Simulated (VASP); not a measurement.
# InAs (F-43m) in VASP: further runs

The runs below take InAs through single point, with PBE.

Program: VASP 6.6.1. These are calculated values, not measurements. Logs are shortened: lines on timing, memory, paths and dates and some standing lists are left out, and cuts for length are marked.

**Experimental background.**

From a printed reference work, data compilation, for a bulk crystal of InAs at 4.2 K: band gap 0.418 eV (direct).

The results are compared with them further down.

**1. The structure**

It takes space group F-43m (No. 216, cubic). Conventional cell: a = 6.036 Å, b = 6.036 Å, c = 6.036 Å, α = 90.00°, β = 90.00°, γ = 90.00°. In (site symmetry -43m) is surrounded by 4 As at 2.61 Å. As (site symmetry -43m) is surrounded by 4 In at 2.61 Å.

**2. Single point, PBE**

Input file INCAR:

```
ALGO = Normal ; EDIFF = 1E-6
ENCUT = 500 ; GGA = PE
ISIF = 2 ; ISMEAR = 0
LASPH = True ; LCHARG = False
LREAL = False ; LWAVE = False
NBANDS = 11 ; NELM = 100
PREC = Accurate ; SIGMA = 0.1
```

Input file KPOINTS:

```
k-points
0
Gamma
  8 8 8
```

Input file POSCAR:

```
InAs
4.2681
    0.000000000000      0.707106206509      0.707106206509
    0.707106206509      0.000000000000      0.707106206509
    0.707106206509      0.707106206509      0.000000000000
In As
1 1
Direct
    0.0000000000      0.0000000000      0.0000000000
    0.7500000000      0.7500000000      0.7500000000
```

Potentials or basis: VASP PAW PBE potentials, release 64 (In, As).

Command:

```bash
$ cat potpaw_PBE.64/In/POTCAR potpaw_PBE.64/As/POTCAR > POTCAR
$ mpirun -np 1 vasp_std > vasp.out
```

OUTCAR:

```text
EDIFF = 1E-6
   ENCUT = 500
   GGA = PE
   ISIF = 2
   ISMEAR = 0
   LASPH = True
   LREAL = False
   NELM = 100
   PREC = Accurate

 ion  position               nearest neighbor table
   1  0.000  0.000  0.000-   2 2.61   2 2.61   2 2.61   2 2.61
   2  0.750  0.750  0.750-   1 2.61   1 2.61   1 2.61   1 2.61

  LATTYP: Found a face centered cubic cell.
 ALAT       =     6.0360000000

  Lattice vectors:

 A1 = (   0.0000000000,   3.0180000000,   3.0180000000)
 A2 = (   3.0180000000,   0.0000000000,   3.0180000000)
 A3 = (   3.0180000000,   3.0180000000,   0.0000000000)

Analysis of symmetry for initial positions (statically):
=====================================================================
 Subroutine PRICEL returns:
 Original cell was already a primitive cell.

 Routine SETGRP: Setting up the symmetry group for a
 face centered cubic supercell.

 Subroutine GETGRP returns: Found 24 space group operations
 (whereof 24 operations were pure point group operations)
 out of a pool of 48 trial point group operations.

The static configuration has the point symmetry T_d .

Analysis of symmetry for dynamics (positions and initial velocities):
=====================================================================
 Subroutine PRICEL returns:
 Original cell was already a primitive cell.

 Routine SETGRP: Setting up the symmetry group for a
 face centered cubic supercell.

 Subroutine GETGRP returns: Found 24 space group operations
 (whereof 24 operations were pure point group operations)
 out of a pool of 48 trial point group operations.

The dynamic configuration has the point symmetry T_d .

 Subroutine INISYM returns: Found 24 space group operations
 (whereof 24 operations are pure point group operations),
 and found     1 'primitive' translations

----------------------------------------------------------------------------------------

                                     Primitive cell

  volume of cell :      54.9778

  direct lattice vectors                    reciprocal lattice vectors
     0.000000000  3.018000000  3.018000000    -0.165672631  0.165672631  0.165672631
     3.018000000  0.000000000  3.018000000     0.165672631 -0.165672631  0.165672631
     3.018000000  3.018000000  0.000000000     0.165672631  0.165672631 -0.165672631

  length of vectors
     4.268096531  4.268096531  4.268096531     0.286953414  0.286953414  0.286953414

  position of ions in fractional coordinates (direct lattice)
     0.000000000  0.000000000  0.000000000
     0.750000000  0.750000000  0.750000000

  ion indices of the primitive-cell ions
   primitive index   ion index
                 1           1
                 2           2

----------------------------------------------------------------------------------------

 KPOINTS: k-points

Automatic generation of k-mesh.
 Grid dimensions read from file:
 generate k-points for:    8    8    8

 Generating k-lattice:

  Cartesian coordinates                     Fractional coordinates (reciprocal lattice)
    -0.020709079  0.020709079  0.020709079     0.125000000  0.000000000  0.000000000
     0.020709079 -0.020709079  0.020709079     0.000000000  0.125000000  0.000000000
     0.020709079  0.020709079 -0.020709079     0.000000000  0.000000000  0.125000000

  Length of vectors
     0.035869177  0.035869177  0.035869177

  Shift w.r.t. Gamma in fractional coordinates (k-lattice)
     0.000000000  0.000000000  0.000000000

 Subroutine IBZKPT returns following result:
 ===========================================

 Found     29 irreducible k-points:

 Following reciprocal coordinates:
            Coordinates               Weight
  0.000000  0.000000  0.000000      1.000000
  0.125000  0.000000  0.000000      8.000000
  0.250000  0.000000  0.000000      8.000000
  0.375000  0.000000  0.000000      8.000000
  0.500000  0.000000  0.000000      4.000000
  0.125000  0.125000  0.000000      6.000000
[... 16 lines left out ...]
  0.500000  0.250000  0.125000     48.000000
 -0.375000  0.250000  0.125000     24.000000
 [... further k-points ...]
   k-points           NKPTS =     29   k-points in BZ     NKDIM =     29   number of bands    NBANDS=     11
   number of dos      NEDOS =    301   number of ions     NIONS =      2
   total plane-waves  NPLWV =  32768
   dimension x,y,z NGX =    32 NGY =   32 NGZ =   32
   dimension x,y,z NGXF=    64 NGYF=   64 NGZF=   64
   ions per type =               1   1
   NGX,Y,Z   is equivalent  to a cutoff of  12.46, 12.46, 12.46 a.u.
   NGXF,Y,Z  is equivalent  to a cutoff of  24.93, 24.93, 24.93 a.u.
 SYSTEM =  unknown system
   PREC   = accura    normal or accurate (medium, high low for compatibility)
   ISTART =      0    job   : 0-new  1-cont  2-samecut
   ICHARG =      2    charge: 1-file 2-atom 10-const
   ISPIN  =      1    spin polarized calculation?
   LNONCOLLINEAR =      F non collinear calculations
   LSORBIT =      F    spin-orbit coupling
   LASPH  =      T    aspherical Exc in radial PAW
   ENCUT  =  500.0 eV  36.75 Ry    6.06 a.u.   7.78  7.78  7.78*2*pi/ulx,y,z
   NELM   =    100;   NELMIN=  2; NELMDL= -5     # of ELM steps
   EDIFF  = 0.1E-05   stopping-criterion for ELM
   LREAL  =      F    real-space projection
   EDIFFG = 0.1E-04   stopping-criterion for IOM
   NSW    =      0    number of steps for IOM
   IBRION =     -1    ionic relax: 0-MD 1-quasi-New 2-CG
   NFREE  =      0    steps in history (QN), initial steepest desc. (CG)
   ISIF   =      2    stress and relaxation
   ISYM   =      2    0-nonsym 1-usesym 2-fastsym
   POTIM  = 0.5000    time-step for ionic-motion
   TEBEG  =    0.0;   TEEND  =   0.0 temperature during run
   PSTRESS=    0.0 pullay stress
   NELECT =       8.0000    total number of electrons
   NUPDOWN=      -1.0000    fix difference up-down
   EMIN   =  10.00;   EMAX   =-10.00  energy-range for DOS
   EFERMI =   0.00;   METHOD = LEGACY
   ISMEAR =     0;   SIGMA  =   0.10  broadening in eV -4-tet -1-fermi 0-gaus
   EFERMI_NEDOS =   21; number of points for ismear=-14 and -15
   IALGO  =     38    algorithm
   IMIX   =      4    mixing-type and parameters
     AMIX     =   0.40;   BMIX     =  1.00
     AMIX_MAG =   1.60;   BMIX_MAG =  1.00
  volume/ion in A,a.u.               =      27.49       185.50
  Fermi-wavevector in a.u.,A,eV,Ry     =   0.861078  1.627201 10.088101  0.741455
  Thomas-Fermi vector in A             =   1.978678
   LORBIT       =      0    0 simple, 1 ext, 2 COOP (PROOUT), +10 PAW based schemes
   GGA     = PE    functional components
   LHFCALC =     F    Hartree Fock is set to
   AEXX    =    0.0000 exact exchange contribution
   IVDW    =     0    specifies the selected vdW correction
   LEPSILON=     F    determine dielectric tensor
   LRPA    =     F    only Hartree local field effects (RPA)
 non-spin polarized calculation
 Gauss-broadening in eV      SIGMA  =   0.10
  energy-cutoff  :      500.00
  volume of cell :       54.98
 maximum number of plane-waves:      1411
   NGX = 15   NGY = 15   NGZ = 15

 number of electron       8.0000000 magnetization

 Free energy of the ion-electron system (eV)
  ---------------------------------------------------
  ext. energy  EPLUGINS =         0.00000000
  ---------------------------------------------------
  free energy    TOTEN  =        -7.62121054 eV

  energy without entropy =       -7.62088870  energy(sigma->0) =       -7.62104962

 E-fermi :   3.3971     XC(G=0):  -8.8857

 val. band max:        3.3646533125   @ k =   0.0000   0.0000   0.0000
 cond. band min:       4.3775139247   @ k =   0.5000   0.0000   0.0000
 fundamental gap:      1.0128606122
 Fermi energy:         3.3971458471

 k-point     1 :       0.0000    0.0000    0.0000
  band No.  band energies     occupation
      1      -8.5151      2.00000
      2       3.2513      1.96089
      3       3.3647      1.35414
      4       3.3647      1.35414
      5       3.3647      1.35413
      6       7.3159      0.00000
      7       7.3159      0.00000
      8       7.3159      0.00000
      9      10.9259      0.00000
     10      12.9038      0.00000
     11      12.9038      0.00000

 k-point     2 :       0.1250    0.0000    0.0000
  band No.  band energies     occupation
      1      -8.3751      2.00000
      2       1.4954      2.00000
      3       3.1711      1.99861
      4       3.1711      1.99861
      5       4.5227      0.00000
      6       7.4668      0.00000
      7       7.5972      0.00000
      8       7.5972      0.00000
      9      11.7574      0.00000
     10      12.0916      0.00000
     11      12.0916      0.00000

 k-point     3 :       0.2500    0.0000    0.0000
  band No.  band energies     occupation
      1      -7.9867      2.00000
      2      -0.3404      2.00000
      3       2.7902      2.00000
      4       2.7902      2.00000
      5       4.6685      0.00000
      6       8.0289      0.00000
      7       8.0289      0.00000
      8       8.5647      0.00000
      9      11.7342      0.00000
     10      11.8676      0.00000
     11      11.8676      0.00000

 k-point     4 :       0.3750    0.0000    0.0000
  band No.  band energies     occupation
      1      -7.4861      2.00000
      2      -1.7955      2.00000
      3       2.4842      2.00000
      4       2.4842      2.00000
      5       4.4683      0.00000
      6       8.1135      0.00000
      7       8.1135      0.00000
      8       9.9153      0.00000
      9      11.6347      0.00000
     10      12.8115      0.00000
     11      12.8115      0.00000
[... 239 lines left out ...]
 k-point    22 :       0.3750    0.2500    0.1250
  band No.  band energies     occupation
      1      -7.6602      2.00000
      2      -0.8237      2.00000
      3       1.3530      2.00000
      4       2.2618      2.00000
      5       6.2453      0.00000
      6       6.6756      0.00000
      7       8.5269      0.00000
      8       9.4246      0.00000
      9      11.1031      0.00000
     10      13.4284      0.00000
     11      14.2104      0.00000

 k-point    23 :       0.5000    0.2500    0.1250
  band No.  band energies     occupation
      1      -7.2066      2.00000
      2      -1.7942      2.00000
      3       0.7734      2.00000
      4       1.8864      2.00000
      5       6.2684      0.00000
      6       7.4089      0.00000
      7       8.5567      0.00000
      8       9.9316      0.00000
      9      11.9150      0.00000
     10      13.6378      0.00000
     11      14.4430      0.00000

 k-point    24 :      -0.3750    0.2500    0.1250
  band No.  band energies     occupation
      1      -6.9727      2.00000
      2      -2.2438      2.00000
      3       0.6139      2.00000
      4       1.7097      2.00000
      5       6.2251      0.00000
      6       7.4402      0.00000
      7       9.1978      0.00000
      8      10.4631      0.00000
      9      11.4408      0.00000
     10      13.7097      0.00000
     11      14.4750      0.00000

 [... further k-points ...]

------------------------ aborting loop because EDIFF is reached ----------------------------------------

  FORCE on cell =-STRESS in cart. coord.  units (eV):
  Direction    XX          YY          ZZ          XY          YZ          ZX
  --------------------------------------------------------------------------------------
  -------------------------------------------------------------------------------------
  Total        1.7975457      1.7975457      1.7975457      0.0000000      0.0000000      0.0000000
  in kB       52.3845035     52.3845035     52.3845035      0.0000000      0.0000000      0.0000000
  external PRESSURE =      52.3845035 kB  Pullay stress =       0.0000000 kB

 VOLUME and BASIS-vectors are now :
 -----------------------------------------------------------------------------
  energy-cutoff  :      500.00
  volume of cell :       54.98
      direct lattice vectors                 reciprocal lattice vectors
     0.000000000  3.018000000  3.018000000    -0.165672631  0.165672631  0.165672631
     3.018000000  0.000000000  3.018000000     0.165672631 -0.165672631  0.165672631
     3.018000000  3.018000000  0.000000000     0.165672631  0.165672631 -0.165672631

 POSITION                                       TOTAL-FORCE (eV/Angst)
 -----------------------------------------------------------------------------------
      0.00000      0.00000      0.00000        -0.000000     -0.000000     -0.000000
      4.52700      4.52700      4.52700         0.000000      0.000000      0.000000
 -----------------------------------------------------------------------------------
    total drift:                               -0.000000     -0.000000     -0.000000

  FREE ENERGIE OF THE ION-ELECTRON SYSTEM (eV)
  ---------------------------------------------------
  free  energy   TOTEN  =        -7.6212105388 eV

  energy  without entropy=       -7.6208887001  energy(sigma->0) =       -7.62104962
```

Run time: 14 s. Hardware: 1 thread of Intel Xeon Platinum 8488C (Sapphire Rapids), shared host; peak memory 0.18 GiB.

What came out:

```
Free energy            : -7.6212 eV
Pressure               : 5.2 GPa
Band gap on the k mesh : none (metal or under the smearing width)
```

Caveat: this crystal is a semiconductor, whose small gap the functional closes, so the metal is an error of the method.

**3. Single point, PBE**

Input file run.py:

```python
from ase import Atoms
from ase.calculators.vasp import Vasp
from ase.dft.bandgap import bandgap

atoms = Atoms(
    ['In', 'As'],
    cell=[[0.0, 3.018, 3.018], [3.018, 0.0, 3.018], [3.018, 3.018, 0.0]],
    scaled_positions=[[0.0, 0.0, 0.0], [0.75, 0.75, 0.75]],
    pbc=True,
)
calc = Vasp(
    directory='calc',
    xc='pbe',
    pp='PBE',
    setups='minimal',
    prec='Accurate',
    encut=500,
    ediff=1e-06,
    ismear=0,
    sigma=0.1,
    lreal=False,
    lasph=True,
    nelm=80,
    algo='Normal',
    isif=2,
    lwave=False,
    lcharg=False,
    kpts=[8, 8, 8],
    gamma=True,
    nbands=11,
)
atoms.calc = calc

print('energy (eV):', atoms.get_potential_energy())
print('free energy (eV):', atoms.get_potential_energy(force_consistent=True))
print('forces (eV/A):')
print(atoms.get_forces())
print('stress (eV/A^3, Voigt):', atoms.get_stress())
print('Fermi level (eV):', calc.get_fermi_level())
gap, top, bottom = bandgap(calc)
print('band gap (eV):', gap, 'from (spin, k, band)', top, 'to', bottom)
```

Potentials or basis: VASP PAW PBE potentials, release 64 (In, As).

Command:

```bash
$ python run.py
```

Wall time 16 s (1 thread of Intel Xeon Platinum 8488C (Sapphire Rapids), shared host); peak memory 0.18 GiB.

It converged, with:

| Item | Value |
| --- | --- |
| Free energy | -7.6212 eV |
| Pressure | 5.2 GPa |
| Band gap on the k mesh | none (metal or under the smearing width) |

Levels at points of the mesh, in eV from the Fermi level:
```tsv
k point	band 1	band 2	band 3	band 4	band 5	band 6	band 7	band 8
(0.00, 0.00, 0.00)	-11.91	-0.15	-0.03	-0.03	-0.03	3.92	3.92	3.92
(0.50, 0.00, 0.00)	-10.62	-5.79	-1.03	-1.03	0.98	4.68	4.68	6.82
(0.50, 0.50, 0.00)	-10.10	-5.86	-2.36	-2.36	1.52	2.07	9.19	9.29
```

Caveat: this crystal is a semiconductor, whose small gap the functional closes, so the metal is an error of the method.

**4. How close it comes**

Step 2. Against the measured gap of InAs, 0.418 eV (direct; 4.2 K; a printed reference work, data compilation), the calculated 0.00 eV is off by -0.42 eV. Spin-orbit coupling on As, In is left out. The value is that of PBE on a finite k mesh, which can miss the band edges, without temperature or zero-point motion. Semilocal functionals fall short of measured gaps as a rule.

Step 3. Against the measured gap of InAs, 0.418 eV (direct; 4.2 K; a printed reference work, data compilation), the calculated 0.00 eV is off by -0.42 eV. Spin-orbit coupling on As, In is left out. The value is that of PBE on a finite k mesh, which can miss the band edges, without temperature or zero-point motion. Semilocal functionals fall short of measured gaps as a rule.
